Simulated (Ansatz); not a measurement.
# MnO2 (P4_2/mnm) in Ansatz: band structure with r2SCAN

Aim: the band structure of MnO2 with r2SCAN.

All numbers are computed with Ansatz 0.2.0; they aren't measurements. Logs are shortened: lines on timing, memory, paths and dates and some standing lists are left out, and cuts for length are marked.

### 1 The crystal as given

Symmetry: P4_2/mnm, No. 136, tetragonal system. Conventional cell: a = 4.400 Å, b = 4.400 Å, c = 2.867 Å, α = 90.00°, β = 90.00°, γ = 90.00°. Mn (site symmetry mmm) is surrounded by 6 O at 1.88 to 1.90 Å. Around O (site symmetry m2m) lie 3 Mn at 1.88 to 1.90 Å.

The cell is a database's computed one.

### 2 Band structure, r2SCAN, collinear spin, ferromagnetic start

input.yaml

```yaml
crystal:
  lattice:
    - [4.4004184607, 0.0, 0.0]
    - [0.0, 4.4004184607, 0.0]
    - [0.0, 0.0, 2.86707794]
  atoms:
    - { symbol: Mn, position: [0.5, 0.5, 0.5], spin: 4.0 }
    - { symbol: Mn, position: [0.0, 0.0, 0.0], spin: 4.0 }
    - { symbol: O, position: [0.80491615, 0.19508385, 0.5] }
    - { symbol: O, position: [0.69508385, 0.69508385, 0.0] }
    - { symbol: O, position: [0.19508385, 0.80491615, 0.5] }
    - { symbol: O, position: [0.30491615, 0.30491615, 0.0] }
hamiltonian:
  xc: r2scan
  pseudopotentials: { kind: paw }
magnetization:
  spin_polarized: true
kpoints:
  mp_grid: { grid: [5, 5, 7] }
  band_path:
    path:
      - [[0.0, 0.0, 0.0], [0.0, 0.5, 0.0], [0.5, 0.5, 0.0], [0.0, 0.0, 0.0], [0.0, 0.0, 0.5], [0.0, 0.5, 0.5], [0.5, 0.5, 0.5], [0.0, 0.0, 0.5]]
      - [[0.0, 0.5, 0.0], [0.0, 0.5, 0.5]]
      - [[0.5, 0.5, 0.0], [0.5, 0.5, 0.5]]
    npoints: 14
scf:
  occupations: { method: fermi_dirac, width: 0.05 }
  n_extra_bands: 15
output:
  forces: true
  stress: true
  eigenvalues: true
  fatbands: true
  write_density: true
  write_potential: true
  elf: true
  volumetric_format: npy
```

Potentials or basis: Ansatz PAW.

The run is started by

```console
$ ansatz run input.yaml --threads 2 --pin off --max-ram 5632MiB --backend cpu --events-out ev --progress --plain --runs-dir out
```

What it wrote:

```text
Warning: RAYON_NUM_THREADS=2 ignored (pool sized by the plan → 2); use --threads N
scf.n_extra_bands = 15 over 27 filled bands (N_el = 54.0): the run solves 42 bands
Engine: ansatz 0.2.0, aarch64-unknown-linux-gnu
Pseudopotentials: kind: paw
Pseudopotential: Mn, paw, valence charge 15, recommended cutoff 500 eV (meta_gga), Mn.paw.azcp
Pseudopotential: O, paw, valence charge 6, recommended cutoff 500 eV (meta_gga), O.paw.azcp
Functional definition: r2SCAN
  parameter k0 = 0.174
  parameter k1 = 0.065
  parameter a1 = 4.9479
  exchange = r2scan_x(k0 = k0, k1 = k1, a1 = a1)
  correlation = r2scan_c
Crystal: 6 atoms, lattice volume = 55.517 Å³
Basis set: ecut = 500 eV, 1431 PW (Γ), exchange–correlation on 144×144×96 points (64 copies of the dense FFT grid, shifted against one another)
Bands: 42, of which v1, the nominal top of the filled ones, is band 27 counted from 1 (26 counted from 0)
Symmetry: 16 space group operations
Space group: P42/mnm (ITA 136), of the structure as read, at distance tolerance 3.8e-5 Å
Magnetic group: BNS 136.495 (UNI 1155), of the structure as read, at distance tolerance 3.8e-5 Å
k-points: 24 of 175
Non-local potential: Mn, projectors of the file, l = 0: 3, l = 1: 2, l = 2: 3, l = 3: 1
Non-local potential: O, projectors of the file, l = 0: 2, l = 1: 2, l = 2: 1
PAW form: soft (Blöchl's): semilocal exchange-correlation on the pseudo side does not see the compensation charge
PAW frozen core: Mn, regenerated for the run's functional (the file was generated under x = pbe(κ = 0.804, μ = 0.2195149727645171), c = pbe(β = 0.06672455060314922))
PAW frozen core: O, regenerated for the run's functional (the file was generated under x = pbe(κ = 0.804, μ = 0.2195149727645171), c = pbe(β = 0.06672455060314922))
PAW one-centre angular grid: Mn, 590 points (default); XC on 160 Gauss nodes
PAW one-centre angular grid: O, 302 points (default); XC on 160 Gauss nodes
Initial density: superposition of atomic densities (chi_scale 0.1, normalization cell, long waves kept (reshape's long-wave potential 0.00 eV rms))
Starting moments: Σ|m| = 8 μB on 2 of 6 sites
Initial wavefunctions: pseudopotential atomic-orbital guess
Functional: x = r2scan, c = r2scan; τ floored in thin density (d = 2e-4 eV/Å³)
SCF iter   1: F=—  HF=-10081.778949 eV  |F-HF|=—  |Δ(HF+E_count)|=         —  Δρ=5.21e-2 (↑5.21e-2 ↓4.81e-2)  dr2=1.85e0  dr2_τ=1.01e-1  dr2_m=6.20e-1  M=6.014 μB ∫|m|=7.345 μB  β_m=1.00  ethr=3.10e-3  ⟨swp⟩=5.5  Hψ=7549  notcnv=0  defer=8
Mixer restart at iter 1: flushing history
[... 22 lines left out ...]
this state was not tested for a lower state beside it, because the mixer in use, unlike msr1, does not test its closes by its own steps (another_mixer; see scf.mixing.algorithm and scf.lower_state_search)
NSCF: frozen V_eff on 129 k-points
SCF converged after 17 iterations
Magnetization: 6.0008 μB (30.0004 up, 23.9996 down)
Absolute magnetization: 6.2534 μB (∫|ρ↑−ρ↓|, with the PAW one-centre terms)
Spin contamination: 0.0649 ħ² per cell (⟨S²⟩ above its minimum at these occupations)
Per-site moments (μB) at R_I (Å): [(2.483832294170214, 0.77489733565151), (2.4838322941702144, 0.7748973356515101), (0.06804402412093177, 0.7748973356515101), (0.06804402412093095, 0.77489733565151), (0.06804402412093163, 0.7748973356515101), (0.06804402412093126, 0.7748973356515102)]
Free energy (F): -10083.865781 eV
Harris-Foulkes:  -10083.865781 eV  (|F-HF|=1.41e-8)
Internal energy: -10083.865522 eV  (E = F + TS)
E sigma→0 (E₀):  -10083.865651 eV
Entropy (-TS):   -0.000259 eV (-0.043 meV/atom)
Fermi energy:    10.451690 eV
--- Per-component energies (eV) ---
  E_band       = -648.898813
  E_kinetic    = 1302.568412
  E_local      = -5453.346025  (includes V_loc(G=0)·N_el)
  E_nonlocal   = 664.716487
  E_hartree    = 2142.165766
  E_xc         = -512.497192
  E_vxc        = -743.849970  (∫ρ·V_xc dr)
  E_paw        = -3247.909864  (= ΣΔE_a)
  E_vpaw       = -751.733306  (= ΣTr[D̂ρ^β])
  E_aug_tail   = 0.003944  (compensation charges beyond the density's cutoff)
  E_vtau       = 48.417990  (kinetic-family band-sum trace: ∫τ·v_τ [+ j·A + Jᵃ·Aᵃ] dr)
  E_ewald      = -4978.873199
  E_core_change = -0.693850  (= ΣΔE_core)
  E_smearing   = -0.000259  (= −TS)
  E_closure    = 0.000000  (closes the sum)
  Σ components = -10083.865781   (vs F -10083.865781, Δ=0.00e0)
--- Forces (eV/Å), atoms counted from 1 ---
  atom   1  Mn     0.00000000     0.00000000     0.00000000
  atom   2  Mn     0.00000000    -0.00000000     0.00000000
  atom   3  O      0.03457889    -0.03457889     0.00000000
  atom   4  O     -0.03457889    -0.03457889     0.00000000
  atom   5  O     -0.03457889     0.03457889     0.00000000
  atom   6  O      0.03457889     0.03457889     0.00000000
  max |Σ_I F_I| component: 1.39e-17 eV/Å
--- Stress (GPa, compression-positive) ---
       -0.590989       0.000000       0.000000
        0.000000      -0.590989       0.000000
        0.000000       0.000000      -1.082883
  P = ⅓ Tr σ = -0.7550 GPa (-7.550 kbar)
--- Band table (eV; the first three rows and the last of 48) ---
  k-point 0 ↑: bands = ["-74.9055", "-74.9028", "-42.3695", "-42.3613", "-42.3304", "-42.3304", "-42.2828", "-42.2828", "-10.4639", "-8.6310", "-8.2295", "-8.2295", "2.2844", "2.9349", "3.4421", "4.5577", "4.5577", "6.4022", "6.4022", "7.0193", "7.0831", "7.1828", "7.2762", "7.2762", "7.6267", "8.9131", "9.3356", "9.3356", "9.8291", "9.8308", "10.5609", "13.6075", "13.6075", "14.2943", "18.9156", "22.3462", "22.3462", "24.7046", "26.2205", "26.4974", "29.3335", "30.2533"]
  k-point 1 ↑: bands = ["-74.9037", "-74.9013", "-42.3895", "-42.3822", "-42.3266", "-42.3266", "-42.2818", "-42.2818", "-10.2648", "-8.5723", "-8.2667", "-8.2667", "2.5775", "3.1491", "3.6720", "4.3900", "4.3900", "6.1381", "6.6369", "6.6369", "6.7456", "7.1056", "7.1332", "7.1332", "7.7944", "8.7256", "9.5159", "9.5159", "9.5808", "9.7459", "10.9325", "13.2054", "13.2054", "14.0025", "19.6101", "23.1868", "23.1868", "25.0909", "26.2033", "26.7004", "28.9501", "29.6120"]
  k-point 2 ↑: bands = ["-74.8998", "-74.8981", "-42.4341", "-42.4291", "-42.3178", "-42.3178", "-42.2800", "-42.2800", "-9.7415", "-8.4989", "-8.3515", "-8.3515", "3.3231", "3.6653", "4.2776", "4.2776", "4.3298", "4.9713", "5.7081", "6.3536", "6.3536", "7.0051", "7.3500", "7.3500", "7.6982", "8.3862", "9.0770", "9.5076", "9.7741", "9.7741", "11.4912", "12.7018", "12.7018", "13.2210", "21.2395", "24.9144", "24.9144", "25.4348", "26.2167", "27.1059", "28.1932", "28.2480"]
  k-point 23 ↓: bands = ["-70.9030", "-70.9029", "-38.5170", "-38.5167", "-38.3142", "-38.3139", "-38.2763", "-38.2762", "-8.5861", "-8.5156", "-8.3757", "-8.3689", "3.9251", "4.0883", "4.4548", "4.4730", "5.5641", "5.7768", "6.4669", "6.5205", "8.4962", "8.6219", "8.9086", "9.2037", "12.0045", "12.4286", "12.4838", "12.5173", "12.7813", "13.1664", "13.5849", "14.1580", "14.4585", "15.0256", "23.3099", "23.6503", "25.3109", "25.8446", "27.0105", "27.3494", "28.4248", "28.5701"]
```

Run time: 32 s. Hardware: 2 threads of Arm Neoverse V2, shared host; peak memory 0.66 GiB.

What came out:

| Property | Result |
| --- | --- |
| Free energy | -10083.8658 eV |
| Pressure | -0.8 GPa |
| Largest force | 0.049 eV/Å |
| Band gap on the k mesh | 0.25 eV, direct |
| Band gap along the path | 0.25 eV, direct |
| Net moment | 6.00 μB per cell |
| Absolute moment | 6.25 μB per cell |
| Site moments | Mn +2.48; O +0.07 μB |

Forces in eV/Å, atoms in the order of the input:
```
Mn   0.000  0.000  0.000
Mn   0.000  0.000  0.000
O    0.035 -0.035  0.000
O   -0.035 -0.035  0.000
O   -0.035  0.035  0.000
O    0.035  0.035  0.000
```

Stress tensor (GPa, compression positive):
```
-0.59  0.00  0.00
 0.00 -0.59  0.00
 0.00  0.00 -1.08
```

Levels at the corners of the path, in eV from the valence-band top:
Spin up:
```tsv
point	band 27	band 28	band 29	band 30	band 31	band 32	band 33	band 34
Γ	-0.98	-0.98	-0.48	-0.48	0.25	3.30	3.30	3.98
X	-1.47	-1.47	-0.86	-0.86	2.74	2.74	3.09	3.09
M	-1.88	-1.88	-0.14	-0.14	1.92	1.92	3.26	3.26
Γ	-0.98	-0.98	-0.48	-0.48	0.25	3.30	3.30	3.98
Z	-1.28	-1.28	-0.30	-0.30	1.82	1.82	2.29	2.29
R	-1.77	-1.77	-0.21	-0.21	0.70	0.70	3.86	3.86
A	-1.05	-1.05	-0.77	-0.77	2.32	2.32	2.49	2.49
Z	-1.28	-1.28	-0.30	-0.30	1.82	1.82	2.29	2.29
X	-1.47	-1.47	-0.86	-0.86	2.74	2.74	3.09	3.09
R	-1.77	-1.77	-0.21	-0.21	0.70	0.70	3.86	3.86
M	-1.88	-1.88	-0.14	-0.14	1.92	1.92	3.26	3.26
A	-1.05	-1.05	-0.77	-0.77	2.32	2.32	2.49	2.49
```
Spin down:
```tsv
point	band 21	band 22	band 23	band 24	band 25	band 26	band 27	band 28
Γ	-1.41	-0.67	-0.67	0.00	1.05	1.38	1.53	1.53
X	-2.60	-2.60	-0.91	-0.91	1.77	1.77	2.15	2.15
M	-2.31	-2.31	-1.68	-1.68	1.06	1.06	1.54	1.54
Γ	-1.41	-0.67	-0.67	0.00	1.05	1.38	1.53	1.53
Z	-2.78	-2.78	-2.11	-2.11	2.16	2.16	2.35	2.35
R	-2.63	-2.63	-1.30	-1.30	1.25	1.25	2.16	2.16
A	-1.53	-1.53	-1.16	-1.16	2.01	2.01	2.23	2.23
Z	-2.78	-2.78	-2.11	-2.11	2.16	2.16	2.35	2.35
X	-2.60	-2.60	-0.91	-0.91	1.77	1.77	2.15	2.15
R	-2.63	-2.63	-1.30	-1.30	1.25	1.25	2.16	2.16
M	-2.31	-2.31	-1.68	-1.68	1.06	1.06	1.54	1.54
A	-1.53	-1.53	-1.16	-1.16	2.01	2.01	2.23	2.23
```

Caveat: the magnetic or orbital state may not be the lowest; only a ferromagnetic start was run, and an antiferromagnetic order may lie lower in energy; the PAW data sets come from PBE, with cores solved anew for the run's functional, which leaves a small shift of forces and pressure.
